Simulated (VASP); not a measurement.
# GaSb (F-43m) in VASP: a series of runs

One crystal, GaSb, is run at these levels: PBE; tasks: relaxation of cell and atoms.

All numbers are computed with VASP 6.6.1; they aren't measurements. Logs are shortened: lines on timing, memory, paths and dates and some standing lists are left out, and cuts for length are marked.

## 1. The structure

It takes space group F-43m (No. 216, cubic). The conventional cell has a = 6.118 Å, b = 6.118 Å, c = 6.118 Å, α = 90.00°, β = 90.00°, γ = 90.00°. Ga (site symmetry -43m) is surrounded by 4 Sb at 2.65 Å. Sb (site symmetry -43m) is surrounded by 4 Ga at 2.65 Å.

## 2. Relaxation of cell and atoms, PBE

The input, INCAR:

```
SYSTEM = GaSb
  ALGO = Fast
  EDIFF = 1E-7
  EDIFFG = -0.002
  ENCUT = 520
  GGA = PE
  IBRION = 2
  ISIF = 3
  ISMEAR = 0
  LASPH = .TRUE.
  LCHARG = .FALSE.
  LREAL = .FALSE.
  LWAVE = .FALSE.
  NELM = 80
  NSW = 80
  PREC = Accurate
  SIGMA = 0.02
```

The input, KPOINTS:

```
k-points
0
G
  12 12 12
  0 0 0
```

The input, POSCAR:

```
GaSb
1.0
    0.0000000000      3.0590000000      3.0590000000
    3.0590000000      0.0000000000      3.0590000000
    3.0590000000      3.0590000000      0.0000000000
Ga Sb
1 1
Direct
    0.0000000000      0.0000000000      0.0000000000
    0.2500000000      0.2500000000      0.2500000000
```

Potentials or basis: VASP PAW PBE potentials, release 64 (Ga_d, Sb).

Launch:

```sh
$ cat potpaw_PBE.64/Ga_d/POTCAR potpaw_PBE.64/Sb/POTCAR > POTCAR
$ mpirun -np 1 vasp_std > vasp.out
```

OUTCAR:

```text
SYSTEM = GaSb
   EDIFF = 1E-7
   EDIFFG = -0.002
   ENCUT = 520
   GGA = PE
   IBRION = 2
   ISIF = 3
   ISMEAR = 0
   LASPH = .TRUE.
   LREAL = .FALSE.
   NELM = 80
   NSW = 80
   PREC = Accurate

 ion  position               nearest neighbor table
   1  0.000  0.000  0.000-   2 2.65   2 2.65   2 2.65   2 2.65
   2  0.250  0.250  0.250-   1 2.65   1 2.65   1 2.65   1 2.65

  LATTYP: Found a face centered cubic cell.
 ALAT       =     6.1180000000

  Lattice vectors:

 A1 = (   0.0000000000,   3.0590000000,   3.0590000000)
 A2 = (   3.0590000000,   0.0000000000,   3.0590000000)
 A3 = (   3.0590000000,   3.0590000000,   0.0000000000)

Analysis of symmetry for initial positions (statically):
=====================================================================
 Subroutine PRICEL returns:
 Original cell was already a primitive cell.

 Routine SETGRP: Setting up the symmetry group for a
 face centered cubic supercell.

 Subroutine GETGRP returns: Found 24 space group operations
 (whereof 24 operations were pure point group operations)
 out of a pool of 48 trial point group operations.

The static configuration has the point symmetry T_d .

Analysis of symmetry for dynamics (positions and initial velocities):
=====================================================================
 Subroutine PRICEL returns:
 Original cell was already a primitive cell.

 Routine SETGRP: Setting up the symmetry group for a
 face centered cubic supercell.

 Subroutine GETGRP returns: Found 24 space group operations
 (whereof 24 operations were pure point group operations)
 out of a pool of 48 trial point group operations.

The dynamic configuration has the point symmetry T_d .

 Subroutine INISYM returns: Found 24 space group operations
 (whereof 24 operations are pure point group operations),
 and found     1 'primitive' translations

----------------------------------------------------------------------------------------

                                     Primitive cell

  volume of cell :      57.2491

  direct lattice vectors                    reciprocal lattice vectors
     0.000000000  3.059000000  3.059000000    -0.163452109  0.163452109  0.163452109
     3.059000000  0.000000000  3.059000000     0.163452109 -0.163452109  0.163452109
     3.059000000  3.059000000  0.000000000     0.163452109  0.163452109 -0.163452109

  length of vectors
     4.326079287  4.326079287  4.326079287     0.283107357  0.283107357  0.283107357

  position of ions in fractional coordinates (direct lattice)
     0.000000000  0.000000000  0.000000000
     0.250000000  0.250000000  0.250000000

  ion indices of the primitive-cell ions
   primitive index   ion index
                 1           1
                 2           2

----------------------------------------------------------------------------------------

 KPOINTS: k-points
[... 69 lines left out ...]
   LREAL  =      F    real-space projection
   EDIFFG = -.2E-02   stopping-criterion for IOM
   NSW    =     80    number of steps for IOM
   IBRION =      2    ionic relax: 0-MD 1-quasi-New 2-CG
   NFREE  =      1    steps in history (QN), initial steepest desc. (CG)
   ISIF   =      3    stress and relaxation
   ISYM   =      2    0-nonsym 1-usesym 2-fastsym
   POTIM  = 0.5000    time-step for ionic-motion
   TEBEG  =    0.0;   TEEND  =   0.0 temperature during run
   PSTRESS=    0.0 pullay stress
   NELECT =      18.0000    total number of electrons
   NUPDOWN=      -1.0000    fix difference up-down
   EMIN   =  10.00;   EMAX   =-10.00  energy-range for DOS
   EFERMI =   0.00;   METHOD = LEGACY
   ISMEAR =     0;   SIGMA  =   0.02  broadening in eV -4-tet -1-fermi 0-gaus
   EFERMI_NEDOS =   21; number of points for ismear=-14 and -15
   IALGO  =     68    algorithm
   IMIX   =      4    mixing-type and parameters
     AMIX     =   0.40;   BMIX     =  1.00
     AMIX_MAG =   1.60;   BMIX_MAG =  1.00
  volume/ion in A,a.u.               =      28.62       193.17
  Fermi-wavevector in a.u.,A,eV,Ry     =   1.113208  2.103657 16.860766  1.239231
  Thomas-Fermi vector in A             =   2.249790
   LORBIT       =      0    0 simple, 1 ext, 2 COOP (PROOUT), +10 PAW based schemes
   GGA     = PE    functional components
   LHFCALC =     F    Hartree Fock is set to
   AEXX    =    0.0000 exact exchange contribution
   IVDW    =     0    specifies the selected vdW correction
   LEPSILON=     F    determine dielectric tensor
   LRPA    =     F    only Hartree local field effects (RPA)
 conjugate gradient relaxation of ions
 non-spin polarized calculation
 RMM-DIIS sequential band-by-band and
 Gauss-broadening in eV      SIGMA  =   0.02
  energy-cutoff  :      520.00
  volume of cell :       57.25
 maximum number of plane-waves:      1572
   NGX = 17   NGY = 17   NGZ = 17

--------------------------------------- Ionic step        1  -------------------------------------------

 number of electron      17.9999986 magnetization

 Free energy of the ion-electron system (eV)
  ---------------------------------------------------
  ext. energy  EPLUGINS =         0.00000000
  ---------------------------------------------------
  free energy    TOTEN  =        -7.35269578 eV

  energy without entropy =       -7.35268633  energy(sigma->0) =       -7.35269105

 E-fermi :   4.8917     XC(G=0):  -9.0897

 val. band max:        4.8690399484   @ k =   0.0000   0.0000   0.0000
 cond. band min:       4.9055884335   @ k =   0.0000   0.0000   0.0000
 fundamental gap:      0.0365484851
 Fermi energy:         4.8917142985

 k-point     1 :       0.0000    0.0000    0.0000
  band No.  band energies     occupation
      1     -10.1640      2.00000
      2     -10.1640      2.00000
      3     -10.1640      2.00000
      4     -10.1143      2.00000
      5     -10.1143      2.00000
      6      -6.6073      2.00000
      7       4.8690      1.89116
      8       4.8690      1.89114
      9       4.8690      1.89114
     10       4.9056      0.32657
     11       7.6457      0.00000
     12       7.6457      0.00000
     13       7.6457      0.00000
[... 439 lines left out ...]
--------------------------------------- Ionic step        3  -------------------------------------------

 number of electron      18.0000015 magnetization

 Free energy of the ion-electron system (eV)
  ---------------------------------------------------
  ext. energy  EPLUGINS =         0.00000000
  ---------------------------------------------------
  free energy    TOTEN  =        -7.37296877 eV

  energy without entropy =       -7.37295092  energy(sigma->0) =       -7.37295985

 E-fermi :   4.3986     XC(G=0):  -8.8821

 val. band max:        4.3925433721   @ k =   0.0000   0.0000   0.0000
 cond. band min:       4.7008660873   @ k =   0.5000   0.0000   0.0000
 fundamental gap:      0.3083227152
 Fermi energy:         4.3986344656

 k-point     1 :       0.0000    0.0000    0.0000
  band No.  band energies     occupation
      1     -10.5532      2.00000
      2     -10.5532      2.00000
      3     -10.5532      2.00000
      4     -10.5104      2.00000
      5     -10.5104      2.00000
      6      -6.7613      2.00000
      7       4.0953      2.00000
      8       4.3925      1.33336
      9       4.3925      1.33332
     10       4.3925      1.33332
     11       7.1810      0.00000
     12       7.1810      0.00000
     13       7.1810      0.00000
[... 397 lines left out ...]
  FREE ENERGIE OF THE ION-ELECTRON SYSTEM (eV)
  ---------------------------------------------------
  free  energy   TOTEN  =        -7.3729687725 eV

  energy  without entropy=       -7.3729509181  energy(sigma->0) =       -7.37295985

 reached required accuracy - stopping structural energy minimisation
```

OSZICAR:

```text
N       E                     dE             d eps       ncg     rms          rms(c)
DAV:   1     0.776785127521E+02    0.77679E+02   -0.88898E+03  1888   0.169E+03
DAV:   2    -0.172400215361E+01   -0.79403E+02   -0.77174E+02  2022   0.310E+02
DAV:   3    -0.730435919378E+01   -0.55804E+01   -0.54979E+01  2332   0.724E+01
[... 31 lines left out ...]
RMM:   5    -0.737297543534E+01    0.12336E-04   -0.20799E-04  2365   0.160E-01    0.237E-02
RMM:   6    -0.737296826933E+01    0.71660E-05   -0.37291E-05  2163   0.816E-02    0.104E-02
RMM:   7    -0.737296872550E+01   -0.45617E-06   -0.95197E-06  2500   0.319E-02    0.626E-03
RMM:   8    -0.737296867953E+01    0.45964E-07   -0.12718E-06  1951   0.129E-02    0.121E-03
RMM:   9    -0.737296877252E+01   -0.92989E-07   -0.33833E-07  1388   0.665E-03
   3 F= -.73729688E+01 E0= -.73729598E+01  d E =-.202730E-01
```

CONTCAR:

```text
GaSb
   1.00000000000000
    -0.0000000000000000    3.1081679267698403    3.1081679267698403
     3.1081679267698403    0.0000000000000000    3.1081679267698403
     3.1081679267698403    3.1081679267698403   -0.0000000000000000
  Ga              Sb
     1     1
Direct
     0.0000000000000000    0.0000000000000000    0.0000000000000000
     0.2500000000000000    0.2500000000000000    0.2500000000000000

  0.00000000E+00  0.00000000E+00  0.00000000E+00
  0.00000000E+00  0.00000000E+00  0.00000000E+00
```

Run time: 76 s. Hardware: 1 thread of Intel Xeon 6975P-C (Granite Rapids), shared host; peak memory 0.23 GiB.

Results:

```
Free energy                            : -7.3730 eV
Relaxed volume                         : 30.03 Å³/atom
Relaxed cell                           : a = 4.396 Å, b = 4.396 Å, c = 4.396 Å, α = 60.00°, β = 60.00°, γ = 60.00°
Space group after relaxing (to 0.05 Å) : F-43m (No. 216)
Energy gained by relaxing              : 10.1 meV/atom
Ionic steps                            : 3
Pressure after relaxing                : 0.0 GPa
Band gap on the k mesh                 : none (metal or under the smearing width)
```

Step by step:
```csv
step,energy change (eV),largest force (eV/Å),pressure (GPa),volume (Å³)
1,0.0000,0.0000,2.39,57.25
2,-0.0188,0.0000,-0.61,60.86
3,-0.0203,0.0000,0.01,60.05
```

Final structure:
```
CELL_PARAMETERS angstrom
0.00000 3.10817 3.10817
3.10817 0.00000 3.10817
3.10817 3.10817 0.00000
ATOMIC_POSITIONS crystal
Ga 0.00000 0.00000 0.00000
Sb 0.25000 0.25000 0.25000
```

Caveat: this crystal is a semiconductor, whose small gap the functional closes, so the metal is an error of the method.

(Continued in part 2 of 2.)
